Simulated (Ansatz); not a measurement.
## BN under changes of volume

One of the cells (8.967 Å³/atom); the others are scaled copies at fixed shape and fractional positions:

```
N B
1.0
     2.49824    0.00000    0.00000
    -1.24912    2.16354    0.00000
     0.00000    0.00000    6.63570
N B
2 2
Direct
  0.66667 0.33333 0.25000
  0.33333 0.66667 0.75000
  0.66667 0.33333 0.75000
  0.33333 0.66667 0.25000
```

| Property | Result |
| --- | --- |
| Program | Ansatz 0.2.0 |
| Functional | m-r2SCAN |
| Potentials or basis | Ansatz PAW |
| Cutoff | 500 eV (not typed: the program's choice for these potentials) |
| k mesh | 12 × 12 × 4 |
| Occupations | fermi-dirac, width 0.05 eV |
| Spin | no spin polarisation |

| volume (Å³/atom) | energy over the lowest point (meV/atom) | pressure (GPa) | gap on the mesh (eV) |
| --- | --- | --- | --- |
| 8.429 | 31.82 | 18.6 | 4.92 |
| 8.608 | ? | ? | ? |
| 8.787 | 4.19 | 6.4 | 4.87 |
| 8.967 | 0.00 | 1.1 | 4.85 |
| 9.146 | 1.49 | -3.7 | 4.82 |
| 9.325 | 8.17 | -8.1 | 4.80 |
| 9.505 | 19.59 | -12.2 | 4.77 |

Q: What does the run at 8.608 Å³/atom give?

A: Energy over the lowest point 14.60 meV/atom; pressure 12.3 GPa; gap on the mesh 4.89 eV.

Worked out: A Birch-Murnaghan fit of order 3 (a polynomial in V^(-2/3)) to the other rows has its minimum at 9.01 Å³/atom with B0 = V·E''(V) = 249 GPa and B' = 3.7 at fixed shape and positions, which overstates the stiffness. It gives 14.59 meV/atom at 8.608 Å³/atom, against the run's 14.60, and -dE/dV = 12.3 GPa, against 12.3. A straight line through the other rows of the gap, of slope -1.23 eV per unit of ln V, gives 4.90 eV, against the run's 4.89.

Energies are extrapolated to zero smearing.

Caveats: the PAW data sets come from PBE, with cores solved anew for the run's functional, which leaves a small shift of forces and pressure.

A mesh can miss the band edges.
